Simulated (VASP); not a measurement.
# Ag (Fm-3m) in VASP: a series of runs

One crystal, Ag, is run at these levels: r2SCAN, SCAN, rSCAN, PBEsol+D4; tasks: band structure, equation of state.

Program: VASP 6.6.1. These are calculated values, not measurements. Logs are shortened: lines on timing, memory, paths and dates and some standing lists are left out, and cuts for length are marked.

### 1 The crystal as given

The structure is cubic, space group Fm-3m (No. 225). Conventional cell: a = 4.085 Å, b = 4.085 Å, c = 4.085 Å, α = 90.00°, β = 90.00°, γ = 90.00°. Around Ag (site symmetry m-3m) lie 12 Ag at 2.89 Å.

### 2 Band structure, r2SCAN, spin-orbit coupling, no magnetisation

The input, INCAR:

```
SYSTEM = Ag
ALGO     = Normal         ! electronic algorithm
EDIFF    = 1E-6           ! SCF threshold, eV
ENCUT    = 520            ! plane-wave cutoff, eV
GGA_COMPAT= .FALSE.      
ISIF     = 2              ! what is computed and relaxed
ISMEAR   = -1             ! smearing method
LASPH    = .TRUE.         ! aspherical terms in the spheres
LCHARG   = .FALSE.        ! write CHGCAR
LMAXMIX  = 4              ! l up to which the mixer works
LMIXTAU  = .TRUE.       
LORBIT   = 11             ! projections on sites
LREAL    = .FALSE.        ! projectors in reciprocal space
LSORBIT  = .TRUE.         ! spin-orbit coupling
LWAVE    = .FALSE.        ! write WAVECAR
MAGMOM   = 0 0 0          ! initial moments
METAGGA  = R2SCAN         ! meta-GGA
NBANDS   = 22             ! bands
NELM     = 60             ! most SCF steps
PREC     = Accurate       ! precision mode
SIGMA    = 0.05           ! smearing width, eV
```

The input, KPOINTS:

```
k-points
0
G
  8 8 8
  0 0 0
```

The input, POSCAR:

```
Ag
1.0
    0.0000000000      2.0427500000      2.0427500000
    2.0427500000      0.0000000000      2.0427500000
    2.0427500000      2.0427500000      0.0000000000
Ag
1
Direct
    0.0000000000      0.0000000000      0.0000000000
```

The input, KPOINTS_OPT:

```
path GXWKGLUWLK,UX
10
line-mode
reciprocal
 0.0000000000  0.0000000000  0.0000000000  G
 0.5000000000  0.0000000000  0.5000000000  X

 0.5000000000  0.0000000000  0.5000000000  X
 0.5000000000  0.2500000000  0.7500000000  W

 0.5000000000  0.2500000000  0.7500000000  W
 0.3750000000  0.3750000000  0.7500000000  K

 0.3750000000  0.3750000000  0.7500000000  K
 0.0000000000  0.0000000000  0.0000000000  G

 0.0000000000  0.0000000000  0.0000000000  G
 0.5000000000  0.5000000000  0.5000000000  L

 0.5000000000  0.5000000000  0.5000000000  L
 0.6250000000  0.2500000000  0.6250000000  U

 0.6250000000  0.2500000000  0.6250000000  U
 0.5000000000  0.2500000000  0.7500000000  W

 0.5000000000  0.2500000000  0.7500000000  W
 0.5000000000  0.5000000000  0.5000000000  L

 0.5000000000  0.5000000000  0.5000000000  L
 0.3750000000  0.3750000000  0.7500000000  K

 0.6250000000  0.2500000000  0.6250000000  U
 0.5000000000  0.0000000000  0.5000000000  X
```

Potentials or basis: VASP PAW PBE potentials, release 64 (Ag).

Started as:

```bash
$ cat potpaw_PBE.64/Ag/POTCAR > POTCAR
$ mpirun -np 1 vasp_ncl > vasp.out
```

OUTCAR:

```text
SYSTEM = Ag
   EDIFF = 1E-6
   ENCUT = 520
   ISIF = 2
   ISMEAR = -1
   LASPH = .TRUE.
   LORBIT = 11
   LREAL = .FALSE.
   LSORBIT = .TRUE.
   METAGGA = R2SCAN
   NELM = 60
   PREC = Accurate

 ion  position               nearest neighbor table
   1  0.000  0.000  0.000-

  LATTYP: Found a face centered cubic cell.
 ALAT       =     4.0855000000

  Lattice vectors:

 A1 = (   0.0000000000,   2.0427500000,   2.0427500000)
 A2 = (   2.0427500000,   0.0000000000,   2.0427500000)
 A3 = (   2.0427500000,   2.0427500000,   0.0000000000)

Analysis of symmetry for initial positions (statically):
=====================================================================
 Subroutine PRICEL returns:
 Original cell was already a primitive cell.

 Routine SETGRP: Setting up the symmetry group for a
 face centered cubic supercell.

 Subroutine GETGRP returns: Found 48 space group operations
 (whereof 48 operations were pure point group operations)
 out of a pool of 48 trial point group operations.

The static configuration has the point symmetry O_h .

Analysis of symmetry for dynamics (positions and initial velocities):
=====================================================================
 Subroutine PRICEL returns:
 Original cell was already a primitive cell.

 Routine SETGRP: Setting up the symmetry group for a
 face centered cubic supercell.

 Subroutine GETGRP returns: Found 48 space group operations
 (whereof 48 operations were pure point group operations)
 out of a pool of 48 trial point group operations.

The dynamic configuration has the point symmetry O_h .

Analysis of structural, dynamic, and magnetic symmetry:
=====================================================================
 Subroutine PRICEL returns:
 Original cell was already a primitive cell.

 Routine SETGRP: Setting up the symmetry group for a
 face centered cubic supercell.

 Subroutine GETGRP returns: Found 48 space group operations
 (whereof 48 operations were pure point group operations)
 out of a pool of 48 trial point group operations.

The overall configuration has the point symmetry O_h .

 Subroutine INISYM returns: Found 48 space group operations
 (whereof 48 operations are pure point group operations),
 and found     1 'primitive' translations
[... 131 lines left out ...]

 number of electron      10.9999999 magnetization      -0.0000000     -0.0000000     -0.0000000

 number of electron      10.9999999 magnetization       0.0000000     -0.0000000     -0.0000000

 number of electron      10.9999999 magnetization       0.0000000      0.0000000     -0.0000000

 Free energy of the ion-electron system (eV)
  ---------------------------------------------------
  ext. energy  EPLUGINS =         0.00000000
  ---------------------------------------------------
  free energy    TOTEN  =       -21.35348390 eV

  energy without entropy =      -21.34941936  energy(sigma->0) =      -21.35145163

 E-fermi :   8.2272     XC(G=0): -12.9682

 val. band max:        8.1362678891   @ k =   0.5000   0.2500   0.1250
 cond. band min:       8.6654577043   @ k =   0.5000   0.3750   0.1250
 fundamental gap:      0.5291898153
 Fermi energy:         8.2272235123

 k-point     1 :       0.0000    0.0000    0.0000
  band No.  band energies     occupation
      1       0.4742      1.00000
      2       0.4742      1.00000
      3       3.1195      1.00000
      4       3.1195      1.00000
      5       3.1195      1.00000
      6       3.1195      1.00000
[... 589 lines left out ...]
     21      32.5105      0.00000
     22      32.5105      0.00000

 [... further k-points ...]

------------------------ aborting loop because EDIFF is reached ----------------------------------------

  FORCE on cell =-STRESS in cart. coord.  units (eV):
  Direction    XX          YY          ZZ          XY          YZ          ZX
  --------------------------------------------------------------------------------------
  -------------------------------------------------------------------------------------
  Total        0.2223201      0.2223201      0.2223201      0.0000000      0.0000000     -0.0000000
  in kB       20.8936168     20.8936168     20.8936168      0.0000000      0.0000000     -0.0000000
  external PRESSURE =      20.8936168 kB  Pullay stress =       0.0000000 kB

 VOLUME and BASIS-vectors are now :
 -----------------------------------------------------------------------------
  energy-cutoff  :      520.00
  volume of cell :       17.05
      direct lattice vectors                 reciprocal lattice vectors
     0.000000000  2.042750000  2.042750000    -0.244768082  0.244768082  0.244768082
     2.042750000  0.000000000  2.042750000     0.244768082 -0.244768082  0.244768082
     2.042750000  2.042750000  0.000000000     0.244768082  0.244768082 -0.244768082

 POSITION                                       TOTAL-FORCE (eV/Angst)
 -----------------------------------------------------------------------------------
      0.00000      0.00000      0.00000         0.000000      0.000000      0.000000
 -----------------------------------------------------------------------------------
    total drift:                               -0.000000      0.000000     -0.000000

  FREE ENERGIE OF THE ION-ELECTRON SYSTEM (eV)
  ---------------------------------------------------
  free  energy   TOTEN  =       -21.3534839004 eV

  energy  without entropy=      -21.3494193579  energy(sigma->0) =      -21.35145163

 Spin-Orbit-Coupling matrix elements

 Ion:    1  E_soc:     -0.0512851
 l=   1
     0.0000000    -0.0018436    -0.0018436
    -0.0018436     0.0000000    -0.0018436
    -0.0018436    -0.0018436     0.0000000
 l=   2
     0.0000000    -0.0014183     0.0000000    -0.0014183    -0.0052856
    -0.0014183     0.0000000    -0.0039642    -0.0014183    -0.0013214
     0.0000000    -0.0039642     0.0000000    -0.0039642     0.0000000
    -0.0014183    -0.0014183    -0.0039642     0.0000000    -0.0013214
    -0.0052856    -0.0013214     0.0000000    -0.0013214     0.0000000
 l=   3
     0.0000000     0.0000000     0.0000000     0.0000000     0.0000000     0.0000000     0.0000000
     0.0000000     0.0000000     0.0000000     0.0000000     0.0000000     0.0000000     0.0000000
     0.0000000     0.0000000     0.0000000     0.0000000     0.0000000     0.0000000     0.0000000
     0.0000000     0.0000000     0.0000000     0.0000000     0.0000000     0.0000000     0.0000000
     0.0000000     0.0000000     0.0000000     0.0000000     0.0000000     0.0000000     0.0000000
     0.0000000     0.0000000     0.0000000     0.0000000     0.0000000     0.0000000     0.0000000
     0.0000000     0.0000000     0.0000000     0.0000000     0.0000000     0.0000000     0.0000000

 total charge

# of ion       s       p       d       tot
------------------------------------------
    1        0.448   0.297   9.180   9.924

 magnetization (x)

# of ion       s       p       d       tot
------------------------------------------
    1        0.000  -0.000   0.000   0.000

 magnetization (y)

# of ion       s       p       d       tot
------------------------------------------
    1       -0.000  -0.000   0.000  -0.000

 magnetization (z)

# of ion       s       p       d       tot
------------------------------------------
    1        0.000  -0.000   0.000  -0.000
```

Wall time 4.6 min (1 thread of Intel Xeon Platinum 8488C (Sapphire Rapids), shared host); peak memory 0.23 GiB.

What came out:

- Free energy: -21.3535 eV
- Pressure: 2.1 GPa
- Valence electrons inside the program's atomic spheres: Ag 9.92

Caveat: the PAW data sets were made with another functional, which shifts forces and pressure a little.

### 3 Band structure, SCAN

The input, INCAR:

```
ALGO = Normal
EDIFF = 1E-7
ENCUT = 520
ISIF = 2
ISMEAR = -1
LASPH = T
LCHARG = F
LMAXMIX = 4
LMIXTAU = T
LREAL = F
LWAVE = F
METAGGA = SCAN
NBANDS = 12
NELM = 60
PREC = Accurate
SIGMA = 0.05
```

The input, KPOINTS:

```
k-points
0
Gamma
  11 11 11
```

POSCAR is that of step 2.

KPOINTS_OPT: that of step 2 with these lines changed.

```diff
@@ -1,3 +1,3 @@
 path GXWKGLUWLK,UX
-10
+20
 line-mode
```

Potentials or basis: VASP PAW PBE potentials, release 64 (Ag).

Started as:

```bash
$ cat potpaw_PBE.64/Ag/POTCAR > POTCAR
$ mpirun -np 1 vasp_std > vasp.out
```

OUTCAR:

```text
EDIFF = 1E-7
   ENCUT = 520
   ISIF = 2
   ISMEAR = -1
   LASPH = T
   LREAL = F
   METAGGA = SCAN
   NELM = 60
   PREC = Accurate

 ion  position               nearest neighbor table
   1  0.000  0.000  0.000-

  LATTYP: Found a face centered cubic cell.
 ALAT       =     4.0855000000

  Lattice vectors:

 A1 = (   0.0000000000,   2.0427500000,   2.0427500000)
 A2 = (   2.0427500000,   0.0000000000,   2.0427500000)
 A3 = (   2.0427500000,   2.0427500000,   0.0000000000)

Analysis of symmetry for initial positions (statically):
=====================================================================
 Subroutine PRICEL returns:
 Original cell was already a primitive cell.

 Routine SETGRP: Setting up the symmetry group for a
 face centered cubic supercell.

 Subroutine GETGRP returns: Found 48 space group operations
 (whereof 48 operations were pure point group operations)
 out of a pool of 48 trial point group operations.

The static configuration has the point symmetry O_h .

Analysis of symmetry for dynamics (positions and initial velocities):
=====================================================================
 Subroutine PRICEL returns:
 Original cell was already a primitive cell.

 Routine SETGRP: Setting up the symmetry group for a
 face centered cubic supercell.

 Subroutine GETGRP returns: Found 48 space group operations
 (whereof 48 operations were pure point group operations)
 out of a pool of 48 trial point group operations.

The dynamic configuration has the point symmetry O_h .

 Subroutine INISYM returns: Found 48 space group operations
 (whereof 48 operations are pure point group operations),
 and found     1 'primitive' translations

----------------------------------------------------------------------------------------

                                     Primitive cell

  volume of cell :      17.0481

  direct lattice vectors                    reciprocal lattice vectors
     0.000000000  2.042750000  2.042750000    -0.244768082  0.244768082  0.244768082
[... 113 lines left out ...]
   LEPSILON=     F    determine dielectric tensor
   LRPA    =     F    only Hartree local field effects (RPA)
 non-spin polarized calculation
  energy-cutoff  :      520.00
  volume of cell :       17.05
 maximum number of plane-waves:       477
 NGX is ok and might be reduce to    24
   NGX = 11   NGY = 11   NGZ = 11

 number of electron      10.9999999 magnetization

 Free energy of the ion-electron system (eV)
  ---------------------------------------------------
  ext. energy  EPLUGINS =         0.00000000
  ---------------------------------------------------
  free energy    TOTEN  =       -31.37926127 eV

  energy without entropy =      -31.37619415  energy(sigma->0) =      -31.37772771

 E-fermi :   8.5807     XC(G=0): -13.0739

 val. band max:        8.5544625214   @ k =  -0.4545   0.0909   0.0000
 cond. band min:       8.6323896836   @ k =   0.4545   0.3636   0.0000
 fundamental gap:      0.0779271622
 Fermi energy:         8.5806676400

 k-point     1 :       0.0000    0.0000    0.0000
  band No.  band energies     occupation
      1       0.3125      2.00000
      2       3.2356      2.00000
      3       3.2356      2.00000
      4       3.2356      2.00000
      5       4.2849      2.00000
      6       4.2849      2.00000
      7      25.0910      0.00000
      8      28.7467      0.00000
      9      28.7468      0.00000
     10      28.7468      0.00000
     11      33.7226      0.00000
     12      34.8162      0.00000
[... 331 lines left out ...]
 k-point    24 :      -0.1818    0.1818    0.0000
  band No.  band energies     occupation
      1       2.3699      2.00000
      2       2.8281      2.00000
      3       3.4652      2.00000
      4       3.8669      2.00000
      5       3.8884      2.00000
      6       5.5075      2.00000
      7      20.7149      0.00000
      8      21.1013      0.00000
      9      27.7389      0.00000
     10      29.6367      0.00000
     11      30.2186      0.00000
     12      33.8389      0.00000

 [... further k-points ...]

------------------------ aborting loop because EDIFF is reached ----------------------------------------

  FORCE on cell =-STRESS in cart. coord.  units (eV):
  Direction    XX          YY          ZZ          XY          YZ          ZX
  --------------------------------------------------------------------------------------
  -------------------------------------------------------------------------------------
  Total       -0.0656722     -0.0656722     -0.0656722     -0.0000000      0.0000000      0.0000000
  in kB       -6.1718633     -6.1718633     -6.1718633     -0.0000000      0.0000000      0.0000000
  external PRESSURE =      -6.1718633 kB  Pullay stress =       0.0000000 kB

 VOLUME and BASIS-vectors are now :
 -----------------------------------------------------------------------------
  energy-cutoff  :      520.00
  volume of cell :       17.05
      direct lattice vectors                 reciprocal lattice vectors
     0.000000000  2.042750000  2.042750000    -0.244768082  0.244768082  0.244768082
     2.042750000  0.000000000  2.042750000     0.244768082 -0.244768082  0.244768082
     2.042750000  2.042750000  0.000000000     0.244768082  0.244768082 -0.244768082

 POSITION                                       TOTAL-FORCE (eV/Angst)
 -----------------------------------------------------------------------------------
      0.00000      0.00000      0.00000         0.000000      0.000000      0.000000
 -----------------------------------------------------------------------------------
    total drift:                               -0.000000      0.000000     -0.000000

  FREE ENERGIE OF THE ION-ELECTRON SYSTEM (eV)
  ---------------------------------------------------
  free  energy   TOTEN  =       -31.3792612711 eV

  energy  without entropy=      -31.3761941497  energy(sigma->0) =      -31.37772771
```

Run time: 74 s. Hardware: 1 thread of Intel Xeon Platinum 8488C (Sapphire Rapids), shared host; peak memory 0.15 GiB.

What came out:

```
Free energy             : -31.3793 eV
Pressure                : -0.6 GPa
Band gap along the path : none (metal or under the smearing width)
```

Levels at the corners of the path, in eV from the Fermi level:
```
point  band 1  band 2  band 3  band 4  band 5  band 6  band 7  band 8  band 9  band 10
    Γ   -8.27   -5.35   -5.35   -5.35   -4.30   -4.30   16.51   20.17   20.17    20.17
    X   -7.01   -6.88   -3.51   -3.25   -3.25    1.42    6.70   10.83   10.83    17.53
    X   -7.01   -6.88   -3.51   -3.25   -3.25    1.42    6.70   10.83   10.83    17.53
    W   -6.25   -5.62   -5.62   -4.28   -3.25    5.91    5.91    6.99    8.23    23.46
    W   -6.25   -5.62   -5.62   -4.28   -3.25    5.91    5.91    6.99    8.23    23.46
    K   -6.58   -6.14   -4.60   -4.07   -3.54    4.18    5.19    7.13   13.00    17.22
    K   -6.58   -6.14   -4.60   -4.07   -3.54    4.18    5.19    7.13   13.00    17.22
    Γ   -8.27   -5.35   -5.35   -5.35   -4.30   -4.30   16.51   20.17   20.17    20.17
    Γ   -8.27   -5.35   -5.35   -5.35   -4.30   -4.30   16.51   20.17   20.17    20.17
    L   -6.96   -5.37   -5.37   -3.47   -3.47   -0.64    3.44   15.71   18.31    18.31
    L   -6.96   -5.37   -5.37   -3.47   -3.47   -0.64    3.44   15.71   18.31    18.31
    U   -6.58   -6.14   -4.60   -4.07   -3.54    4.18    5.19    7.13   13.00    17.22
    U   -6.58   -6.14   -4.60   -4.07   -3.54    4.18    5.19    7.13   13.00    17.22
    W   -6.25   -5.62   -5.62   -4.28   -3.25    5.91    5.91    6.99    8.23    23.46
    W   -6.25   -5.62   -5.62   -4.28   -3.25    5.91    5.91    6.99    8.23    23.46
    L   -6.96   -5.37   -5.37   -3.47   -3.47   -0.64    3.44   15.71   18.31    18.31
    L   -6.96   -5.37   -5.37   -3.47   -3.47   -0.64    3.44   15.71   18.31    18.31
    K   -6.58   -6.14   -4.60   -4.07   -3.54    4.18    5.19    7.13   13.00    17.22
    U   -6.58   -6.14   -4.60   -4.07   -3.54    4.18    5.19    7.13   13.00    17.22
    X   -7.01   -6.88   -3.51   -3.25   -3.25    1.42    6.70   10.83   10.83    17.53
```

Caveat: the PAW data sets were made with another functional, which shifts forces and pressure a little.

### 4 Band structure, SCAN, spin-orbit coupling, no magnetisation

The input, INCAR:

```
SYSTEM = Ag
PREC = Accurate
ENCUT = 520
EDIFF = 1E-6
ISMEAR = -1
SIGMA = 0.05
LREAL = .False.
LASPH = .True.
NELM = 100
ALGO = Normal
ISIF = 2
LWAVE = .False.
LCHARG = .False.
LNONCOLLINEAR = .True.
MAGMOM = 0 0 0
LORBIT = 11
LSORBIT = .True.
GGA_COMPAT = .False.
LMAXMIX = 4
METAGGA = SCAN
LMIXTAU = .True.
```

The input, KPOINTS:

```
Automatic mesh
0
Gamma
  8 8 8
  0 0 0
```

POSCAR is that of step 3.

KPOINTS_OPT: that of step 3 with these lines changed.

```diff
@@ -1,3 +1,3 @@
 path GXWKGLUWLK,UX
-20
+10
 line-mode
```

Started as:

```bash
$ cat potpaw_PBE.64/Ag/POTCAR > POTCAR
$ mpirun -np 1 vasp_ncl > vasp.out
```

Wall time 2.6 min (1 thread of Intel Xeon Platinum 8488C (Sapphire Rapids), shared host); peak memory 0.23 GiB.

The run converged. Its results:

```
Free energy                                           : -31.3732 eV
Pressure                                              : 0.2 GPa
Valence electrons inside the program's atomic spheres : Ag 9.92
```

Caveat: the PAW data sets were made with another functional, which shifts forces and pressure a little.

(Continued in part 2 of 2.)
